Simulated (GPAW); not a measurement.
# AlN (P6_3mc) in GPAW: notebook

One crystal, AlN, is run at these levels: BLYP, PBE; tasks: energy-loss spectrum, optical spectrum by the Bethe-Salpeter equation, dielectric tensor.

Everything below comes from runs of GPAW 26.7.0. Logs are shortened: lines on timing, memory, paths and dates and some standing lists are left out, and cuts for length are marked. The log counts tension as positive stress, the text compression.

## (1) Starting point

Symmetry: P6_3mc, No. 186, hexagonal system. The conventional cell has a = 3.113 Å, b = 3.113 Å, c = 4.981 Å, α = 90.00°, β = 90.00°, γ = 120.00°. Al (site symmetry 3m) has 4 N at 1.89 Å as nearest neighbours. N (site symmetry 3m) has 4 Al at 1.89 Å as nearest neighbours.

## (2) Energy-loss spectrum, BLYP

File run.py:

```python
import numpy as np
from ase.dft.bandgap import bandgap
from ase.io import read, write
from gpaw import GPAW, PW, setup_paths
from gpaw.response.df import DielectricFunction

setup_paths.insert(0, '.')

atoms = read('AlN.cif')

calc = GPAW(mode=PW(600),
            xc='BLYP',
            kpts={'size': (8, 8, 5), 'gamma': True},
            occupations={'name': 'fermi-dirac', 'width': 0.001},
            nbands=18,
            convergence={'density': 1e-06},
            maxiter=150,
            txt='gpaw.txt')
atoms.calc = calc
energy = atoms.get_potential_energy()
calc.write('gs.gpw')
write('result.traj', atoms)
print(f'Energy: {energy:.6f} eV')
print('Fermi level:', round(calc.get_fermi_level(), 4), 'eV')
print(f'Gap: {bandgap(calc)[0]:.4f} eV, direct: {bandgap(calc, direct=True)[0]:.4f} eV')

dense = calc.fixed_density(kpts={'size': (9, 9, 5), 'gamma': True},
                           nbands=126, convergence={'bands': 120},
                           update_fermi_level=True, txt='dense.txt')
dense.write('dense.gpw', mode='all')

df = DielectricFunction('dense.gpw', frequencies={'type': 'nonlinear', 'domega0': 0.1, 'omega2': 10},
                        eta=0.3, ecut=70, nbands=120, txt='df.txt')
for i, q_c in enumerate([[0.1111111111, 0.0, 0.0], [0.3333333333, 0.0, 0.0]]):
    eels0, eels = df.get_eels_spectrum(xc='RPA', q_c=q_c, filename=f'eels_{i}.csv')
    q = np.linalg.norm(2 * np.pi * np.array(q_c) @ atoms.cell.reciprocal())
    print(f'|q| = {q:.4f} 1/A: loss peak at {df.get_frequencies()[eels.argmax()]:.3f} eV')
```

File AlN.cif:

```cif
data_AlN
_cell_length_a 3.11300000
_cell_length_b 3.11300000
_cell_length_c 4.98100000
_cell_angle_alpha 90.00000000
_cell_angle_beta 90.00000000
_cell_angle_gamma 120.00000000
_space_group_name_H-M_alt 'P6_3mc'
_space_group_name_Hall 'P 6c -2c'
_space_group_IT_number 186
loop_
_space_group_symop_operation_xyz
'x,y,z'
'x-y,x,z+1/2'
'-y,x-y,z'
'-x,-y,z+1/2'
'-x+y,-x,z'
'y,-x+y,z+1/2'
'y,x,z+1/2'
'x,x-y,z'
'x-y,-y,z+1/2'
'-y,-x,z'
'-x,-x+y,z+1/2'
'-x+y,y,z'
loop_
_atom_site_label
_atom_site_type_symbol
_atom_site_symmetry_multiplicity
_atom_site_Wyckoff_symbol
_atom_site_fract_x
_atom_site_fract_y
_atom_site_fract_z
_atom_site_occupancy
Al1 Al 2 b 0.6666666667 0.3333333333 0.5000000000 1
N1 N 2 b 0.6666666667 0.3333333333 0.8800000000 1
```

Potentials or basis: PAW data sets generated in the run's folder for this functional, pw.

The run is started by

```sh
$ gpaw-setup -f BLYP Al N
$ OMP_NUM_THREADS=1 python run.py
```

gpaw.txt:

```text
__  _  _
 | _ |_)|_||  |
 |__||  | ||/\| - 26.7.0

Input parameters:
  mode=PW(ecut=600.0),
  convergence={'density': 1e-06},
  kpts=MonkhorstPack(size=(8, 8, 5), gamma=True),
  maxiter=150,
  nbands=18,
  occupations=Occupations(name='fermi-dirac', width=0.001),
  xc=XC(name='BLYP')

Diagonalizing LCAO Hamiltonian
Converting LCAO to pw mode

           N

           Al
        N

        Al

Atoms  # Å, Bohr magnetons
|   | symbol |        x |        y |        z |    initial magnetic moments |
|---|--------|----------|----------|----------|-----------------------------|
| 0 |     Al | 1.556500 | 0.898646 | 2.490500 | ( 0.0000,  0.0000,  0.0000) |
| 1 |     Al | 0.000000 | 1.797291 | 0.000000 | ( 0.0000,  0.0000,  0.0000) |
| 2 |      N | 1.556500 | 0.898646 | 4.383280 | ( 0.0000,  0.0000,  0.0000) |
| 3 |      N | 0.000000 | 1.797291 | 1.892780 | ( 0.0000,  0.0000,  0.0000) |

Unit cell  # Å
| periodic |         x |        y |        z |  lengths |     angles |
|----------|-----------|----------|----------|----------|------------|
|      yes |  3.113000 | 0.000000 | 0.000000 | 3.113000 |  90.000000 |
|      yes | -1.556500 | 2.695937 | 0.000000 | 3.113000 |  90.000000 |
|      yes |  0.000000 | 0.000000 | 4.981000 | 4.981000 | 120.000000 |

Number of symmetries: 6
Symmetry operations  # r_c * U_cc + t_c -> r_c
|   | kind |            matrix            |
|---|------|------------------------------|
| 0 |  σ   |  1, 1, 0,  0,-1, 0,  0, 0, 1 |
| 1 |  E   |  1, 0, 0,  0, 1, 0,  0, 0, 1 |
| 2 |  C3  |  0, 1, 0, -1,-1, 0,  0, 0, 1 |
| 3 |  σ   |  0,-1, 0, -1, 0, 0,  0, 0, 1 |
| 4 |  σ   | -1, 0, 0,  1, 1, 0,  0, 0, 1 |
| 5 |  C3  | -1,-1, 0,  1, 0, 0,  0, 0, 1 |

BZ-sampling:
  Number of BZ points: 320
  Number of IBZ points: 40

  Monkhorst-Pack size: [8, 8, 5]
  Monkhorst-Pack shift: [0.0625, 0.0625, 0.0]

K-points  # in reciprocal-cell coordinates
|     |                                coordinates |     weight |
|-----|--------------------------------------------|------------|
|   0 | (  0.00000000,   0.00000000,   0.00000000) | 0.00312500 |
|   1 | (  0.00000000,   0.00000000,   0.20000000) | 0.00625000 |
|   2 | (  0.00000000,   0.00000000,   0.40000000) | 0.00625000 |
|   3 | (  0.12500000,   0.00000000,  -0.40000000) | 0.01875000 |
|   4 | (  0.12500000,   0.00000000,  -0.20000000) | 0.01875000 |
|   5 | (  0.12500000,   0.00000000,   0.00000000) | 0.01875000 |
|   6 | (  0.12500000,   0.00000000,   0.20000000) | 0.01875000 |
|   7 | (  0.12500000,   0.00000000,   0.40000000) | 0.01875000 |
|   8 | (  0.25000000,  -0.12500000,   0.00000000) | 0.01875000 |
|   9 | (  0.25000000,  -0.12500000,   0.20000000) | 0.03750000 |
| ... |                                            |            |
|  39 | (  0.50000000,   0.50000000,   0.40000000) | 0.01875000 |

Plane wave coefficients: 1418
Cutoff: 600.0 eV

Spin-components: 1 (collinear spins)
Bands:           18
Projectors:      20
Spin-degeneracy: 2
Datatype:        complex128

Density:
  Valence electrons: 16.0
  Components: 1
  Grid points: [18 18 30]
  Charge: 0.0  # |e|

Potential:
  Grid points: [18 18 30]

species:
  Al:
    name:    Aluminium
    Z:       13.0
    valence: 3
    core:    10
    charge:  0.0  # [|e|]
    compensation charges:
      type: gauss
      rc: 0.34  # [Å]
      lmax: 2
    cutoffs:
      filter: 1.91  # [Å]
      core: 2.36  # [Å]
    projectors
    | kind |    occ | energy [eV] | rcut [Å] |
    |------|--------|-------------|----------|
    |   3s |  2.000 |      -7.631 |    1.085 |
    |   3p |  1.000 |      -2.564 |    1.085 |
    |    s |        |      19.581 |    1.085 |
    |    p |        |      24.648 |    1.085 |
    |    d |        |       0.000 |    1.085 |

    Using partial waves for Al as LCAO basis

  N:
    name:    Nitrogen
    Z:       7.0
    valence: 5
    core:    2
    charge:  0.0  # [|e|]
    compensation charges:
      type: gauss
      rc: 0.18  # [Å]
      lmax: 2
    cutoffs:
      filter: 1.11  # [Å]
      core: 0.96  # [Å]
    projectors
    | kind |    occ | energy [eV] | rcut [Å] |
    |------|--------|-------------|----------|
    |   2s |  2.000 |     -18.447 |    0.603 |
    |   2p |  3.000 |      -7.063 |    0.529 |
    |    s |        |       8.764 |    0.603 |
    |    p |        |      20.148 |    0.529 |
    |    d |        |       0.000 |    0.577 |

    Using partial waves for N as LCAO basis

Reference energy: -16182.060368  # eV

eigensolver:
  PPCG
  Converge bands: occupied
  niter=2

density mixing:
  MSR1-Mixer
  Pratt-step length: 0.05
  Maximum mixing coefficient: 0.75
  Old densities: 10
  SVD Regularization: 0.005
  Good broyden scale: 1.0
  Trust region scale: 1.0
  Backstep threshold: 4.0
  History deletion threshold: 6.0
  Fourier metric: weight=20.0, sigma=0.015

occupation numbers:
  Fermi-Dirac:
    width: 0.0010  # eV

poisson solver:
  ecut: 4800.0  # eV

xc functional:
  name: BLYP with 2 nearest neighbor stencil

convergence criteria:
- Maximum integral of absolute [dens]ity change: 1e-06 electrons / valence electron
- Maximum [total energy] change in last 3 cyles: 0.0005 eV / valence electron
- Maximum integral of absolute [eigenst]ate change: 4e-08 eV^2 / valence electron
maximum number of iterations: 150

SCF iterations
|iter     | |      energy | eigst |  dens |
|---------|-|-------------|-------|-------|
|iter:   1| |  -32.235364 | -0.28 |       |
|iter:   2| |  -31.014402 | -1.99 | -0.52 |
|iter:   3| |  -27.443410 | -0.67 | -0.57 |
|iter:   4| |  -27.448148 | -2.94 | -1.21 |
|iter:   5| |  -27.456356 | -3.53 | -1.51 |
|iter:   6| |  -27.456551 | -5.44 | -2.66 |
|iter:   7| |  -27.456600c| -6.02 | -3.03 |
|iter:   8| |  -27.456600c| -7.62c| -4.24 |
|iter:   9| |  -27.456600c| -7.56c| -4.49 |
|iter:  10| |  -27.456600c| -7.66c| -4.85 |
|iter:  11| |  -27.456600c| -8.97c| -5.77 |
|iter:  12| |  -27.456600c| -9.96c| -6.21c|

Converged in 12 steps
Energy contributions relative to reference atoms: (reference = -16182.060368)

Energy contributions:
  Kinetic:          33.456163
  Coulomb:         -27.499369
  Zero:             -0.030950
  External:          0.000000
  Xc:              -33.382444
  Entropy:          -0.000000
  Spinorbit:         0.000000
  ----------------------------
  Free energy:     -27.456600
  Extrapolated:    -27.456600

dipole moment: (-0.000000, -0.000001, -6.928877)  # |e|*Ang

Fermi level: 6.755
Eigenvalues  # (at kpt = [0.000, 0.000, 0.000])
| band index |      eig [eV] | occ [0-2] |
|------------|---------------|-----------|
|          0 |        -8.550 |     2.000 |
|          1 |        -6.439 |     2.000 |
|          2 |         0.691 |     2.000 |
|          3 |         5.720 |     2.000 |
|          4 |         5.720 |     2.000 |
|          5 |         6.356 |     2.000 |
[... 8 lines left out ...]
|         14 |        19.788 |     0.000 |
|         15 |        19.788 |     0.000 |
|        ... |               |           |
|         17 |        21.704 |     0.000 |

Gap: 4.530 eV
Transition (v -> c):
  (s=0, k=0, n=7, [0.00, 0.00, 0.00]) -> (s=0, k=0, n=8, [0.00, 0.00, 0.00])
No difference between direct/indirect transitions
# Writing to gs.gpw (mode='')
```

It took 9.7 min on 1 thread of Arm Neoverse V1, shared host; peak memory 0.46 GiB.

What came out:

| Item | Value |
| --- | --- |
| Free energy | -27.4566 eV |
| Band gap on the k mesh | 4.53 eV, direct |

Caveat: the highest transitions drop out of the frequency grid; an odd mesh through Γ misses points on the zone boundary, where band edges often lie.

## (3) Optical spectrum by the Bethe-Salpeter equation, BLYP

File run.py:

```python
import numpy as np
from ase.dft.bandgap import bandgap
from ase.io import read, write
from gpaw import GPAW, PW, setup_paths
from gpaw.response.bse import BSE

setup_paths.insert(0, '.')

atoms = read('AlN.cif')

calc = GPAW(mode=PW(600),
            xc='BLYP',
            kpts={'size': (8, 8, 5), 'gamma': True},
            occupations={'name': 'fermi-dirac', 'width': 0.001},
            nbands=18,
            convergence={'density': 1e-06},
            maxiter=150,
            txt='gpaw.txt')
atoms.calc = calc
energy = atoms.get_potential_energy()
calc.write('gs.gpw')
write('result.traj', atoms)
print(f'Energy: {energy:.6f} eV')
print('Fermi level:', round(calc.get_fermi_level(), 4), 'eV')
print(f'Gap: {bandgap(calc)[0]:.4f} eV, direct: {bandgap(calc, direct=True)[0]:.4f} eV')

dense = calc.fixed_density(kpts={'size': (7, 7, 4), 'gamma': True},
                           nbands=94, convergence={'bands': 88},
                           update_fermi_level=True, txt='dense.txt')
dense.write('dense.gpw', mode='all')
gap = bandgap(dense, direct=True)[0]
print(f'Direct gap on the dense mesh: {gap:.4f} eV')

bse = BSE('dense.gpw',
          ecut=40,
          valence_bands=range(4, 8),
          conduction_bands=range(8, 12),
          nbands=88,
          mode='BSE',
          integrate_gamma='sphere',
          direction=0,
          txt='bse.txt',
          eshift=0.8)
bse.get_dielectric_function(w_w=np.linspace(0, 15, 301), eta=0.1, filename='bse.csv', write_eig='eig.dat')
_, energies, weights = np.loadtxt('eig.dat', unpack=True)
bright = energies[weights > 1e-3 * weights.max()]
print(f'Lowest exciton {energies.min():.4f} eV, lowest bright one {bright.min():.4f} eV')
```

AlN.cif is that of step 2.

Potentials or basis: PAW data sets generated in the run's folder for this functional, pw.

The run is started by

```sh
$ gpaw-setup -f BLYP Al N
$ OMP_NUM_THREADS=1 python run.py
```

gpaw.txt:

```text
__  _  _
 | _ |_)|_||  |
 |__||  | ||/\| - 26.7.0

Input parameters:
  mode=PW(ecut=600.0),
  convergence={'density': 1e-06},
  kpts=MonkhorstPack(size=(8, 8, 5), gamma=True),
  maxiter=150,
  nbands=18,
  occupations=Occupations(name='fermi-dirac', width=0.001),
  xc=XC(name='BLYP')

Diagonalizing LCAO Hamiltonian
Converting LCAO to pw mode

           N

           Al
        N

        Al

Atoms  # Å, Bohr magnetons
|   | symbol |        x |        y |        z |    initial magnetic moments |
|---|--------|----------|----------|----------|-----------------------------|
| 0 |     Al | 1.556500 | 0.898646 | 2.490500 | ( 0.0000,  0.0000,  0.0000) |
| 1 |     Al | 0.000000 | 1.797291 | 0.000000 | ( 0.0000,  0.0000,  0.0000) |
| 2 |      N | 1.556500 | 0.898646 | 4.383280 | ( 0.0000,  0.0000,  0.0000) |
| 3 |      N | 0.000000 | 1.797291 | 1.892780 | ( 0.0000,  0.0000,  0.0000) |

Unit cell  # Å
| periodic |         x |        y |        z |  lengths |     angles |
|----------|-----------|----------|----------|----------|------------|
|      yes |  3.113000 | 0.000000 | 0.000000 | 3.113000 |  90.000000 |
|      yes | -1.556500 | 2.695937 | 0.000000 | 3.113000 |  90.000000 |
|      yes |  0.000000 | 0.000000 | 4.981000 | 4.981000 | 120.000000 |

Number of symmetries: 6
Symmetry operations  # r_c * U_cc + t_c -> r_c
|   | kind |            matrix            |
|---|------|------------------------------|
[... 106 lines left out ...]
  Pratt-step length: 0.05
  Maximum mixing coefficient: 0.75
  Old densities: 10
  SVD Regularization: 0.005
  Good broyden scale: 1.0
  Trust region scale: 1.0
  Backstep threshold: 4.0
  History deletion threshold: 6.0
  Fourier metric: weight=20.0, sigma=0.015

occupation numbers:
  Fermi-Dirac:
    width: 0.0010  # eV

poisson solver:
  ecut: 4800.0  # eV

xc functional:
  name: BLYP with 2 nearest neighbor stencil

convergence criteria:
- Maximum integral of absolute [dens]ity change: 1e-06 electrons / valence electron
- Maximum [total energy] change in last 3 cyles: 0.0005 eV / valence electron
- Maximum integral of absolute [eigenst]ate change: 4e-08 eV^2 / valence electron
maximum number of iterations: 150

SCF iterations
|iter     | |      energy | eigst |  dens |
|---------|-|-------------|-------|-------|
|iter:   1| |  -32.235364 | -0.28 |       |
|iter:   2| |  -31.014402 | -1.99 | -0.52 |
|iter:   3| |  -27.443410 | -0.67 | -0.57 |
|iter:   4| |  -27.448148 | -2.94 | -1.21 |
|iter:   5| |  -27.456356 | -3.53 | -1.51 |
|iter:   6| |  -27.456551 | -5.44 | -2.66 |
|iter:   7| |  -27.456600c| -6.02 | -3.03 |
|iter:   8| |  -27.456600c| -7.62c| -4.24 |
|iter:   9| |  -27.456600c| -7.56c| -4.49 |
|iter:  10| |  -27.456600c| -7.66c| -4.85 |
|iter:  11| |  -27.456600c| -8.97c| -5.77 |
|iter:  12| |  -27.456600c| -9.96c| -6.21c|

Converged in 12 steps
Energy contributions relative to reference atoms: (reference = -16182.060368)

Energy contributions:
  Kinetic:          33.456163
  Coulomb:         -27.499369
  Zero:             -0.030950
  External:          0.000000
  Xc:              -33.382444
  Entropy:          -0.000000
  Spinorbit:         0.000000
  ----------------------------
  Free energy:     -27.456600
  Extrapolated:    -27.456600

dipole moment: (-0.000000, -0.000001, -6.928877)  # |e|*Ang

Fermi level: 6.755
Eigenvalues  # (at kpt = [0.000, 0.000, 0.000])
| band index |      eig [eV] | occ [0-2] |
|------------|---------------|-----------|
|          0 |        -8.550 |     2.000 |
|          1 |        -6.439 |     2.000 |
|          2 |         0.691 |     2.000 |
|          3 |         5.720 |     2.000 |
|          4 |         5.720 |     2.000 |
|          5 |         6.356 |     2.000 |
[... 8 lines left out ...]
|         14 |        19.788 |     0.000 |
|         15 |        19.788 |     0.000 |
|        ... |               |           |
|         17 |        21.704 |     0.000 |

Gap: 4.530 eV
Transition (v -> c):
  (s=0, k=0, n=7, [0.00, 0.00, 0.00]) -> (s=0, k=0, n=8, [0.00, 0.00, 0.00])
No difference between direct/indirect transitions
# Writing to gs.gpw (mode='')
```

stdout:

```text
Energy: -27.456600 eV
Fermi level: 6.7547 eV
Gap: 4.5298 eV, direct: 4.5298 eV
Direct gap on the dense mesh: 4.5298 eV
Lowest exciton 4.8711 eV, lowest bright one 5.0480 eV
```

chi0.txt:

```text
FrequencyDescriptor(from 0.000 to 0.000 eV, 1 points)
FrequencyDescriptor(from 0.000 to 0.000 eV, 1 points)

Calculating chi0 body with:
    Ground state adapter containing:
    Number of spins: 1
    Number of kpoints: 196
    Number of irreducible kpoints: 28
    Number of completely occupied states: 8
    Number of partially occupied states: 8
[... 11 lines left out ...]
Symmetries of q_c:
    Direct symmetries (Uq -> q): 6
    Indirect symmetries (TUq -> q): 6
In total 12 allowed symmetries.
[... 32 lines left out ...]
    Number of irreducible kpoints: 28
    Number of completely occupied states: 8
    Number of partially occupied states: 8
[... 16 lines left out ...]
Integral kind: response function

Finished calculating chi0

[... 25 further blocks of this kind ...]
Calculating chi0 body with:
    Ground state adapter containing:
    Number of spins: 1
    Number of kpoints: 196
    Number of irreducible kpoints: 28
    Number of completely occupied states: 8
    Number of partially occupied states: 8
[... 16 lines left out ...]
Integral kind: response function

Finished calculating chi0
```

Run time: 23 min. Hardware: 1 thread of Arm Neoverse V1, shared host; peak memory 0.93 GiB.

What came out:

```
Free energy                              : -27.4566 eV
Band gap on the k mesh, mean-field level : 4.53 eV, direct
Exciton binding energy                   : 0.46 eV
```

Lowest exciton energies (eV): 4.87, 5.05, 5.05, 5.68, 5.79, 5.93, 5.93, 5.97

Caveat: the band lists can cut through equal levels, which moves peak heights; on so coarse a mesh excitons come out too strongly bound; on this mesh the treatment of q = 0 moves the result by about a tenth of an eV; the long-wavelength limit can be off by a per cent or two; the static dielectric constant lacks the antiresonant part and is too small; spectra need much finer meshes, so this one isn't converged; an odd mesh through Γ misses points on the zone boundary, where band edges often lie.

[end of part 1 of 2]
